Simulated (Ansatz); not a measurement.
All numbers below come from Ansatz, DFT PBE, scalar-relativistic, plane waves, PAW. Settings: cutoff 420 eV, Γ-centred meshes spaced at most about 0.3 Å⁻¹, and about 0.25 Å⁻¹ or finer for metals (2π included), Gaussian smearing. No spin polarisation.

Formation energies are uncorrected and refer to the elements' standard structures at the same level.

These are static total energies at zero pressure. Larger cells and other orderings weren't all tried, so the list isn't exhaustive. These runs have no spin–orbit coupling, which can matter for Hf. The reference form of S is held partly by dispersion forces, which this level lacks.

A search for Hf7S gave 4 distinct relaxed structures. Coordination counts Hf atoms around S (those within 1.25 times the shortest such distance or 1.15 times the sum of covalent radii, 1.27 where that leaves under three). Cells relaxed within their symmetry can be saddle points.

Task: Which structure of Hf7S came out lowest?

Result: The one with space group P-6m2 (No. 187), reached from: a cell proposed by chemical analogy. It has a = 3.267 Å, c = 18.607 Å, 21.5 Å³/atom, no gap on the mesh. Hf on a site of symmetry 3m is surrounded by 3 S at 2.62 Å, 9 Hf at 3.10–3.27 Å and 1 Hf at 3.62 Å; Hf on a second site of symmetry 3m has 12 Hf at 3.10–3.27 Å; around Hf on a third site of symmetry 3m lie 12 Hf at 3.13–3.27 Å; S has 6 Hf at 2.62 Å and 6 S at 3.27 Å; 1 more site not described. Its energy over the elements is −0.36 eV/atom. A negative formation energy is needed for stability but isn't enough: competing phases decide. An observed structure of this formula, if there is one, may be missing.

```
Hf S
1.0
     3.26665    0.00000    0.00000
    -1.63332    2.82900    0.00000
     0.00000    0.00000   18.60651
Hf S
7 1
Direct
  0.33333 0.66667 0.09739
  0.33333 0.66667 0.90261
  0.66667 0.33333 0.77007
  0.33333 0.66667 0.36595
  0.66667 0.33333 0.50000
  0.66667 0.33333 0.22993
  0.33333 0.66667 0.63405
  0.00000 0.00000 0.00000
```

Task: How much higher is the Pm-3 structure with 21.3 Å³/atom and coordination S 12 (reached from: random cell)?

Result: 0.33 eV/atom. It has no gap on its mesh.

Task: How much higher is the P-3m1 structure with 21.6 Å³/atom and coordination S 6 (reached from: a cell proposed by chemical analogy)?

Result: 70 meV/atom. It has no gap on its mesh.

Some candidate types were left out of the draw beforehand, so a known form may be missing.
